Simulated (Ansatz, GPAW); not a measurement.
## Geometry or basis: what sets the conductance of a Ga chain with two Ti atoms in line

Aim: the conductance of a Ga chain with two Ti atoms in line after relaxation, and whether geometry, basis or functional moves it most.

Main program and level: GPAW 26.7.0 and Ansatz 0.2.0; Ansatz plane waves; relaxation of the junction with the lead ends held; PAW set soft_1, in the first sound run; inputs show where later runs differ.

## (1) The starting structure

The cell holds 14 atoms: 12 Ga and 2 Ti. Its edges and angles: a = 9.000 Å, b = 9.000 Å, c = 35.151 Å, α = 90.0°, β = 90.0°, γ = 90.0°. Regions: left lead, 6 atoms (6 Ga); channel, 2 atoms (2 Ti); right lead, 6 atoms (6 Ga). Vacuum lies along a and b. The structure is stacked along c, and the current runs across the ab planes.

## (2) Relaxation

Transmission follows bond lengths closely, so the atoms between the held lead ends are relaxed first, from a slightly shaken start that lets symmetry break.

input.yaml reads:

```yaml
crystal:
  lattice:
    - [9.0, 0.0, 0.0]
    - [0.0, 9.0, 0.0]
    - [0.0, 0.0, 35.1514]
  atoms:
    - { symbol: Ga, position: [0.5, 0.5, 0.0362716705] }
    - { symbol: Ga, position: [0.5, 0.5, 0.1088150116] }
    - { symbol: Ga, position: [0.5, 0.5, 0.1813583527] }
    - { symbol: Ga, position: [0.5, 0.5, 0.2539016938] }
    - { symbol: Ga, position: [0.5023183992, 0.4967350861, 0.3251021379] }
    - { symbol: Ga, position: [0.4902500981, 0.4988225595, 0.400053147] }
    - { symbol: Ti, position: [0.5001102421, 0.5017061468, 0.4681576593] }
    - { symbol: Ti, position: [0.4970595138, 0.5088409557, 0.5319672261] }
    - { symbol: Ga, position: [0.5012451769, 0.5091319361, 0.6009141152] }
    - { symbol: Ga, position: [0.5003809817, 0.4982937349, 0.6738404671] }
    - { symbol: Ga, position: [0.5, 0.5, 0.7460983062] }
    - { symbol: Ga, position: [0.5, 0.5, 0.8186416473] }
    - { symbol: Ga, position: [0.5, 0.5, 0.8911849884] }
    - { symbol: Ga, position: [0.5, 0.5, 0.9637283295] }
kpoints:
  mp_grid: { grid: [1, 1, 2] }
hamiltonian:
  xc: pbe
  pseudopotentials: { kind: paw, azcp: { folder: soft_1 } }
scf:
  occupations: { method: fermi_dirac, width: 0.1 }
relax:
  f_tol: 0.03
  max_steps: 80
  constraints: [{ sites: [0, 1, 2, 3, 10, 11, 12, 13] }]
```

Command:

```
$ ansatz run input.yaml --threads 4 --pin off --max-ram 8192MiB --backend cpu --events-out ev --progress --plain --runs-dir out
```

Numbers of over 12 decimals in the logs are rounded to 6 here.

Log:

```text
Engine: ansatz 0.2.0, aarch64-unknown-linux-gnu
Pseudopotentials: kind: paw
Pseudopotential: Ga, paw, valence charge 13, recommended cutoff 420 eV (normal), soft_1/Ga.paw.azcp
Pseudopotential: Ti, paw, valence charge 12, recommended cutoff 420 eV (normal), soft_1/Ti.paw.azcp
Functional definition: PBE
  parameter kappa = 0.804
  parameter beta = 0.066725
  exchange = pbe_x(kappa = kappa, mu = beta*pi^2/3)
  correlation = pbe_c(beta = beta)
Crystal: 14 atoms, lattice volume = 2847.263 Å³
Basis set: ecut = 420 eV, 55633 PW (Γ), exchange–correlation on 128×128×480 points (8 copies of the dense FFT grid, shifted against one another)
Bands: 108, of which v1, the nominal top of the filled ones, is band 90 counted from 1 (89 counted from 0)
Symmetry: 1 space group operations
Space group: P1 (ITA 1), of the structure as read, at distance tolerance 1.4e-4 Å
k-points: 2
Non-local potential: Ga, projectors of the file, l = 0: 2, l = 1: 2, l = 2: 3, l = 3: 1
Non-local potential: Ti, projectors of the file, l = 0: 3, l = 1: 2, l = 2: 3, l = 3: 1
PAW form: soft (Blöchl's): semilocal exchange-correlation on the pseudo side does not see the compensation charge
PAW one-centre angular grid: Ga, 590 points (default); XC on 64 Gauss nodes
PAW one-centre angular grid: Ti, 590 points (default); XC on 64 Gauss nodes
Initial density: superposition of atomic densities (neutral atoms: chi_scale 0, normalization atom)
Initial wavefunctions: pseudopotential atomic-orbital guess
Functional: x = pbe(κ = 0.804, μ = 0.219515), c = pbe(β = 0.066725)
SCF iter   1: F=—  HF=-50383.082173 eV  |F-HF|=—  |Δ(HF+E_count)|=         —  Δρ=5.13e-2  dr2=4.84e2  ethr=3.10e-3  ⟨swp⟩=7.0  Hψ=809  notcnv=0
preconditioner: auto → LDOS  [insulator: Δε(μ)=0.408 eV  Ē_g=12.508 eV  σ=0.100 eV  W_gap=0.73  n_scr=262 (ndim 8)  ℏωp=8.9 eV  f_vac=0.709  D(μ)=13.05/eV (n_scr^D=38)  ε∞_Penn≈1.5  β→1.0]
SCF iter   2: F=—  HF=-50390.179458 eV  |F-HF|=—  |Δ(HF+E_count)|=    7.10e0  Δρ=3.86e-2  dr2=4.09e2  ethr=3.10e-3  ⟨swp⟩=5.0  Hψ=496  notcnv=0
SCF iter   3: F=—  HF=-50385.657609 eV  |F-HF|=—  |Δ(HF+E_count)|=    4.52e0  Δρ=3.60e-2  dr2=3.35e2  ethr=3.10e-3  ⟨swp⟩=5.0  Hψ=510  notcnv=0
SCF iter   4: F=—  HF=-50375.318342 eV  |F-HF|=—  |Δ(HF+E_count)|=    1.03e1  Δρ=1.91e-2  dr2=4.04e1  ethr=3.10e-3  ⟨swp⟩=4.0  Hψ=489  notcnv=0
SCF iter   5: F=—  HF=-50376.869727 eV  |F-HF|=—  |Δ(HF+E_count)|=    1.55e0  Δρ=4.11e-2  dr2=1.77e2  ethr=3.10e-3  ⟨swp⟩=4.0  Hψ=636  notcnv=0  recentre
SCF iter   6: F=—  HF=-50374.108731 eV  |F-HF|=—  |Δ(HF+E_count)|=    2.76e0  Δρ=1.14e-2  dr2=1.20e1  ethr=3.10e-3  ⟨swp⟩=6.0  Hψ=657  notcnv=0
SCF iter   7: F=—  HF=-50373.970671 eV  |F-HF|=—  |Δ(HF+E_count)|=   1.38e-1  Δρ=1.13e-2  dr2=1.42e1  ethr=3.10e-3  ⟨swp⟩=1.0  Hψ=250  notcnv=0
SCF iter   8: F=—  HF=-50373.234394 eV  |F-HF|=—  |Δ(HF+E_count)|=   7.36e-1  Δρ=4.80e-3  dr2=2.94e0  ethr=3.10e-3  ⟨swp⟩=3.5  Hψ=406  notcnv=0
SCF iter   9: F=—  HF=-50373.113153 eV  |F-HF|=—  |Δ(HF+E_count)|=   1.21e-1  Δρ=3.34e-3  dr2=1.66e0  ethr=1.64e-3  ⟨swp⟩=3.0  Hψ=251  notcnv=0
SCF iter  10: F=—  HF=-50373.091419 eV  |F-HF|=—  |Δ(HF+E_count)|=   2.17e-2  Δρ=7.10e-4  dr2=3.24e-2  ethr=9.24e-4  ⟨swp⟩=1.5  Hψ=234  notcnv=0
SCF iter  11: F=—  HF=-50373.089523 eV  |F-HF|=—  |Δ(HF+E_count)|=   1.90e-3  Δρ=3.84e-4  dr2=1.91e-2  ethr=1.80e-5  ⟨swp⟩=2.0  Hψ=222  notcnv=0
SCF iter  12: F=—  HF=-50373.088858 eV  |F-HF|=—  |Δ(HF+E_count)|=   6.66e-4  Δρ=2.65e-4  dr2=8.44e-3  ethr=1.06e-5  ⟨swp⟩=1.0  Hψ=216  notcnv=0
SCF iter  13: F=—  HF=-50373.088729 eV  |F-HF|=—  |Δ(HF+E_count)|=   1.29e-4  Δρ=1.17e-4  dr2=1.56e-3  ethr=4.69e-6  ⟨swp⟩=1.0  Hψ=216  notcnv=0
SCF iter  14: F=—  HF=-50373.088700 eV  |F-HF|=—  |Δ(HF+E_count)|=   2.93e-5  Δρ=3.63e-5  dr2=1.19e-4  ethr=8.69e-7  ⟨swp⟩=1.0  Hψ=216  notcnv=0
SCF iter  15: F=—  HF=-50373.088696 eV  |F-HF|=—  |Δ(HF+E_count)|=   3.32e-6  Δρ=1.84e-5  dr2=3.60e-5  ethr=6.61e-8  ⟨swp⟩=2.0  Hψ=238  notcnv=0
SCF iter  16: F=—  HF=-50373.088696 eV  |F-HF|=—  |Δ(HF+E_count)|=   7.56e-7  Δρ=1.56e-5  dr2=3.77e-5  ethr=1.25e-8  ⟨swp⟩=4.0  Hψ=629  notcnv=0
SCF iter  17: F=-50373.088683 eV  HF=-50373.088695 eV  |F-HF|=1.24e-5  |Δ(HF+E_count)|=   4.56e-7  Δρ=1.08e-5  dr2=1.31e-5  ethr=1.25e-8  ⟨swp⟩=2.0  Hψ=605  notcnv=0
SCF 1 converged in 17 iterations: F = -50373.088683 eV  dr2 = 1.31e-5
  greatest PAW one-centre occupation: 0.999 electrons in one spin orbital (limit 2), on the Ti atom at site 7 (counted from 0), in its partial waves of l = 0
relax step   1: F+E_penalty+E_count = -50373.08868279 eV  Δ(F+E_penalty+E_count) = +0.000e0 eV  max|allowed force component| = 3.461e0 eV/Å  Δτ_max = 0.0000 Å  (17 SCF iters, dr2 threshold 2.25e-5 eV, accepted)
Initial density: handed on by an earlier stage of this run
Initial wavefunctions: those handed on with the density
SCF iter   1: F=—  HF=-50373.872919 eV  |F-HF|=—  |Δ(HF+E_count)|=         —  Δρ=7.17e-3  dr2=6.29e0  ethr=3.10e-3  ⟨swp⟩=4.0  Hψ=372  notcnv=0
preconditioner: auto → LDOS  [metal: Δε(μ)=0.090 eV  Ē_g=12.782 eV  σ=0.100 eV  W_gap=0.21  n_scr=262 (ndim 8)  ℏωp=8.9 eV  f_vac=0.733  D(μ)=35.51/eV (n_scr^D=156)  β→1.0]
SCF iter   2: F=—  HF=-50373.701800 eV  |F-HF|=—  |Δ(HF+E_count)|=   1.71e-1  Δρ=2.18e-3  dr2=2.34e-1  ethr=3.10e-3  ⟨swp⟩=2.5  Hψ=264  notcnv=0
SCF iter   3: F=—  HF=-50373.710569 eV  |F-HF|=—  |Δ(HF+E_count)|=   8.77e-3  Δρ=1.57e-3  dr2=1.27e-1  ethr=1.30e-4  ⟨swp⟩=2.0  Hψ=432  notcnv=0
SCF iter   4: F=—  HF=-50373.695797 eV  |F-HF|=—  |Δ(HF+E_count)|=   1.48e-2  Δρ=3.44e-4  dr2=6.90e-3  ethr=7.06e-5  ⟨swp⟩=2.0  Hψ=406  notcnv=0
SCF iter   5: F=—  HF=-50373.695540 eV  |F-HF|=—  |Δ(HF+E_count)|=   2.57e-4  Δρ=1.95e-4  dr2=3.18e-3  ethr=3.83e-6  ⟨swp⟩=2.0  Hψ=385  notcnv=0
SCF iter   6: F=—  HF=-50373.695473 eV  |F-HF|=—  |Δ(HF+E_count)|=   6.61e-5  Δρ=1.04e-4  dr2=7.50e-4  ethr=1.77e-6  ⟨swp⟩=2.0  Hψ=351  notcnv=0
SCF iter   7: F=—  HF=-50373.695367 eV  |F-HF|=—  |Δ(HF+E_count)|=   1.07e-4  Δρ=5.51e-5  dr2=3.33e-4  ethr=4.16e-7  ⟨swp⟩=2.0  Hψ=377  notcnv=0
SCF iter   8: F=-50373.695344 eV  HF=-50373.695359 eV  |F-HF|=1.58e-5  |Δ(HF+E_count)|=   7.19e-6  Δρ=1.81e-5  dr2=2.28e-5  ethr=5.56e-8  ⟨swp⟩=3.0  Hψ=720  notcnv=0
SCF 2 converged in 8 iterations: F = -50373.695344 eV  dr2 = 2.28e-5
  greatest PAW one-centre occupation: 0.998 electrons in one spin orbital (limit 2), on the Ti atom at site 7 (counted from 0), in its partial waves of l = 0
relax step   2: F+E_penalty+E_count = -50373.69534355 eV  Δ(F+E_penalty+E_count) = -6.067e-1 eV  max|allowed force component| = 2.894e0 eV/Å  Δτ_max = 0.1187 Å  (8 SCF iters, dr2 threshold 1.00e-4 eV, accepted)
[...]
SCF iter   6: F=—  HF=-50374.133876 eV  |F-HF|=—  |Δ(HF+E_count)|=   2.29e-1  Δρ=5.96e-3  dr2=2.79e0  ethr=3.10e-3  ⟨swp⟩=2.0  Hψ=240  notcnv=0
SCF iter   7: F=—  HF=-50374.001922 eV  |F-HF|=—  |Δ(HF+E_count)|=   1.32e-1  Δρ=2.63e-3  dr2=2.30e-1  ethr=1.55e-3  ⟨swp⟩=3.0  Hψ=254  notcnv=0
SCF iter   8: F=—  HF=-50373.977806 eV  |F-HF|=—  |Δ(HF+E_count)|=   2.41e-2  Δρ=2.10e-3  dr2=2.55e-1  ethr=1.28e-4  ⟨swp⟩=3.0  Hψ=264  notcnv=0
SCF iter   9: F=—  HF=-50373.963831 eV  |F-HF|=—  |Δ(HF+E_count)|=   1.40e-2  Δρ=1.10e-3  dr2=2.41e-1  ethr=1.28e-4  ⟨swp⟩=2.0  Hψ=297  notcnv=0
SCF iter  10: F=—  HF=-50373.961574 eV  |F-HF|=—  |Δ(HF+E_count)|=   2.26e-3  Δρ=8.92e-4  dr2=1.68e-1  ethr=1.28e-4  ⟨swp⟩=1.0  Hψ=216  notcnv=0
SCF iter  11: F=—  HF=-50373.959365 eV  |F-HF|=—  |Δ(HF+E_count)|=   2.21e-3  Δρ=4.76e-4  dr2=4.20e-2  ethr=9.34e-5  ⟨swp⟩=3.0  Hψ=237  notcnv=0
SCF iter  12: F=—  HF=-50373.959047 eV  |F-HF|=—  |Δ(HF+E_count)|=   3.18e-4  Δρ=3.79e-4  dr2=2.72e-2  ethr=2.33e-5  ⟨swp⟩=2.5  Hψ=236  notcnv=0
SCF iter  13: F=—  HF=-50373.958711 eV  |F-HF|=—  |Δ(HF+E_count)|=   3.36e-4  Δρ=1.30e-4  dr2=3.28e-3  ethr=1.51e-5  ⟨swp⟩=1.0  Hψ=233  notcnv=0
SCF iter  14: F=—  HF=-50373.958668 eV  |F-HF|=—  |Δ(HF+E_count)|=   4.32e-5  Δρ=4.36e-5  dr2=3.36e-4  ethr=1.82e-6  ⟨swp⟩=1.0  Hψ=216  notcnv=0
SCF iter  15: F=-50373.958637 eV  HF=-50373.958661 eV  |F-HF|=2.43e-5  |Δ(HF+E_count)|=   6.90e-6  Δρ=1.21e-5  dr2=2.54e-5  ethr=5.56e-8  ⟨swp⟩=3.0  Hψ=636  notcnv=0
SCF 3 converged in 15 iterations: F = -50373.958637 eV  dr2 = 2.54e-5
  greatest PAW one-centre occupation: 0.998 electrons in one spin orbital (limit 2), on the Ti atom at site 6 (counted from 0), in its partial waves of l = 0
relax step   3: F+E_penalty+E_count = -50373.95863689 eV  Δ(F+E_penalty+E_count) = -2.633e-1 eV  max|allowed force component| = 4.853e0 eV/Å  Δτ_max = 0.1979 Å  (15 SCF iters, dr2 threshold 1.00e-4 eV, accepted)
[... from here on, the SCF cycles and remarks between the steps are left out ...]
relax step   4: F+E_penalty+E_count = -50374.21184540 eV  Δ(F+E_penalty+E_count) = -2.532e-1 eV  max|allowed force component| = 1.177e0 eV/Å  Δτ_max = 0.1295 Å  (9 SCF iters, dr2 threshold 1.00e-4 eV, accepted)
relax step   5: F+E_penalty+E_count = -50374.27351022 eV  Δ(F+E_penalty+E_count) = -6.166e-2 eV  max|allowed force component| = 4.201e-1 eV/Å  Δτ_max = 0.2000 Å  (8 SCF iters, dr2 threshold 8.66e-5 eV, accepted)
relax step   6: F+E_penalty+E_count = -50374.32241958 eV  Δ(F+E_penalty+E_count) = -4.891e-2 eV  max|allowed force component| = 2.313e-1 eV/Å  Δτ_max = 0.1952 Å  (8 SCF iters, dr2 threshold 1.10e-5 eV, accepted)
relax step   7: F+E_penalty+E_count = -50374.35664941 eV  Δ(F+E_penalty+E_count) = -3.423e-2 eV  max|allowed force component| = 1.720e-1 eV/Å  Δτ_max = 0.1951 Å  (8 SCF iters, dr2 threshold 6.82e-6 eV, accepted)
relax step   8: F+E_penalty+E_count = -50374.37371954 eV  Δ(F+E_penalty+E_count) = -1.707e-2 eV  max|allowed force component| = 4.837e-2 eV/Å  Δτ_max = 0.2000 Å  (9 SCF iters, dr2 threshold 8.97e-6 eV, accepted)
relax step   9: F+E_penalty+E_count = -50374.37910069 eV  Δ(F+E_penalty+E_count) = -5.381e-3 eV  max|allowed force component| = 2.663e-2 eV/Å  Δτ_max = 0.1947 Å  (11 SCF iters, accepted)
relax step  10: F+E_penalty+E_count = -50374.38112531 eV  Δ(F+E_penalty+E_count) = -2.025e-3 eV  max|allowed force component| = 1.811e-2 eV/Å  Δτ_max = 0.0814 Å  (10 SCF iters, accepted)
relax step  11: F+E_penalty+E_count = -50374.38177082 eV  Δ(F+E_penalty+E_count) = -6.455e-4 eV  max|allowed force component| = 6.992e-3 eV/Å  Δτ_max = 0.0470 Å  (10 SCF iters, accepted)
SCF iter   1: F=—  HF=-50374.388554 eV  |F-HF|=—  |Δ(HF+E_count)|=         —  Δρ=8.60e-4  dr2=3.27e-2  ethr=2.15e-4  ⟨swp⟩=4.0  Hψ=485  notcnv=0
preconditioner: auto → LDOS  [metal: Δε(μ)=0.011 eV  Ē_g=12.886 eV  σ=0.100 eV  W_gap=0.03  n_scr=262 (ndim 8)  ℏωp=8.9 eV  f_vac=0.732  D(μ)=29.45/eV (n_scr^D=110)  β→1.0]
SCF iter   2: F=—  HF=-50374.388750 eV  |F-HF|=—  |Δ(HF+E_count)|=   1.95e-4  Δρ=8.31e-4  dr2=3.68e-2  ethr=1.81e-5  ⟨swp⟩=3.0  Hψ=470  notcnv=0
SCF iter   3: F=—  HF=-50374.382290 eV  |F-HF|=—  |Δ(HF+E_count)|=   6.46e-3  Δρ=1.72e-4  dr2=6.92e-4  ethr=1.81e-5  ⟨swp⟩=2.0  Hψ=429  notcnv=0
SCF iter   4: F=—  HF=-50374.382170 eV  |F-HF|=—  |Δ(HF+E_count)|=   1.20e-4  Δρ=5.89e-5  dr2=7.11e-5  ethr=3.84e-7  ⟨swp⟩=2.0  Hψ=387  notcnv=0
SCF iter   5: F=—  HF=-50374.381977 eV  |F-HF|=—  |Δ(HF+E_count)|=   1.93e-4  Δρ=1.06e-5  dr2=5.93e-6  ethr=3.95e-8  ⟨swp⟩=2.0  Hψ=403  notcnv=0
SCF iter   6: F=—  HF=-50374.381982 eV  |F-HF|=—  |Δ(HF+E_count)|=   4.68e-6  Δρ=3.46e-6  dr2=1.24e-6  ethr=3.29e-9  ⟨swp⟩=2.0  Hψ=403  notcnv=0
SCF iter   7: F=—  HF=-50374.381982 eV  |F-HF|=—  |Δ(HF+E_count)|=   3.78e-7  Δρ=1.97e-6  dr2=2.55e-7  ethr=6.90e-10  ⟨swp⟩=2.0  Hψ=397  notcnv=0
SCF iter   8: F=-50374.381982 eV  HF=-50374.381982 eV  |F-HF|=1.20e-8  |Δ(HF+E_count)|=   2.82e-8  Δρ=6.59e-7  dr2=1.38e-8  ethr=5.56e-11  ⟨swp⟩=5.0  Hψ=767  notcnv=0
SCF 12 converged in 8 iterations: F = -50374.381982 eV  dr2 = 1.38e-8
relax step  12: F+E_penalty+E_count = -50374.38198190 eV  Δ(F+E_penalty+E_count) = -2.111e-4 eV  max|allowed force component| = 4.493e-3 eV/Å  Δτ_max = 0.0378 Å  (8 SCF iters, accepted)
SCF converged after 8 iterations
Free energy (F): -50374.381982 eV
Harris-Foulkes:  -50374.381982 eV  (|F-HF|=1.20e-8)
Internal energy: -50373.452156 eV  (E = F + TS)
E sigma→0 (E₀):  -50373.917069 eV
Entropy (-TS):   -0.929826 eV (-66.416 meV/atom)
Fermi energy:    -2.415957 eV
--- Per-component energies (eV) ---
  E_band       = -3001.276199
  E_kinetic    = 1881.167985
  E_local      = -46582.709724  (includes V_loc(G=0)·N_el)
  E_nonlocal   = -1058.537410
  E_hartree    = 24365.074074
  E_xc         = -974.784328
  E_vxc        = -932.984505  (∫ρ·V_xc dr)
  E_paw        = -25876.737461  (= ΣΔE_a)
  E_vpaw       = -5038.364044  (= ΣTr[D̂ρ^β])
  E_aug_tail   = -0.002517  (compensation charges beyond the density's cutoff)
  E_ewald      = -2126.922773
  E_smearing   = -0.929826  (= −TS)
  E_closure    = -0.000000  (closes the sum)
  Σ components = -50374.381982   (vs F -50374.381982, Δ=0.00e0)
--- Forces (eV/Å), atoms counted from 1 ---
  atom   1  Ga    -0.08355578    -0.01410611     0.04125353
  atom   2  Ga     0.01500822     0.00266239     0.03711519
  atom   3  Ga     0.12987689    -0.02764553    -0.00630190
  atom   4  Ga    -0.12675579     0.02175667     0.25821375
  atom   5  Ga     0.00034658    -0.00257599    -0.00179993
  atom   6  Ga    -0.00090642     0.00088800     0.00176263
  atom   7  Ti    -0.00232689    -0.00189159    -0.00398923
  atom   8  Ti     0.00259039    -0.00009516     0.00449268
  atom   9  Ga     0.00079949     0.00145559    -0.00323871
  atom  10  Ga     0.00052983    -0.00236358     0.00412729
  atom  11  Ga     0.09345465     0.08857149    -0.25966023
  atom  12  Ga    -0.09202366    -0.09536047     0.00661305
  atom  13  Ga    -0.01434823    -0.00621773    -0.03751989
  atom  14  Ga     0.07729310     0.03497769    -0.04105098
  max |Σ_I F_I| component: 5.57e-5 eV/Å
--- Relaxed structure (12 steps of the walk, 12 accepted, 0 SCFs on fresh bases) ---
  F+E_penalty+E_count = -50374.38198190 eV   max|allowed force component| = 4.493e-3 eV/Å
  atoms:
    - { symbol: Ga, position: [0.5, 0.5, 0.036272] }
    - { symbol: Ga, position: [0.5, 0.5, 0.108815] }
    - { symbol: Ga, position: [0.5, 0.5, 0.1813583527] }
    - { symbol: Ga, position: [0.5, 0.5, 0.2539016938] }
    - { symbol: Ga, position: [0.601687, 0.470268, 0.321456] }
    - { symbol: Ga, position: [0.512344, 0.486038, 0.391848] }
    - { symbol: Ti, position: [0.513041, 0.477339, 0.473355] }
    - { symbol: Ti, position: [0.502548, 0.474133, 0.526620] }
    - { symbol: Ga, position: [0.498199, 0.481784, 0.608134] }
    - { symbol: Ga, position: [0.432463, 0.418810, 0.678492] }
    - { symbol: Ga, position: [0.5, 0.5, 0.7460983062] }
    - { symbol: Ga, position: [0.5, 0.5, 0.8186416473] }
    - { symbol: Ga, position: [0.5, 0.5, 0.891185] }
    - { symbol: Ga, position: [0.5, 0.5, 0.9637283295] }
```

Elapsed: 2.1 min, on 4 threads of Arm Neoverse V2, shared host; peak memory 3.5 GiB; 7.9 min of CPU time.

The steps of the relaxation:

```csv
step,energy less that of the first step (eV),largest force component (eV/Å)
1,0.0000,3.4608
2,-0.6067,2.8937
3,-0.8700,4.8531
4,-1.1232,1.1770
5,-1.1848,0.4201
6,-1.2337,0.2313
7,-1.2680,0.1720
8,-1.2850,0.0484
9,-1.2904,0.0266
10,-1.2924,0.0181
11,-1.2931,0.0070
12,-1.2933,0.0045
```

The atoms that moved most (Å):

```csv
atom,dx,dy,dz,length
Ga10,-0.611,-0.715,0.164,0.955
Ga5,0.894,-0.238,-0.128,0.934
Ga6,0.199,-0.115,-0.288,0.369
Ti8,0.049,-0.312,-0.188,0.368
Ga9,-0.027,-0.246,0.254,0.355
Ti7,0.116,-0.219,0.183,0.308
```

Numbers from this step:

```
free energy         : -50374.3820 eV
smearing term TS    : 0.9298 eV
symmetry operations : 1
```

The relaxation lowered the energy of the cell by 1.29 eV.

(Continued in part 2 of 4.)

[Logs are printed without paths, hosts, clocks, repeated set-up lines and the standing remarks that a program may print on its own settings, such as how far it seeks lower states.]

[Hosts, paths, dates, database ids (printed as entryN), source tags and the programs' standing remarks are cut or masked in the printed files.]
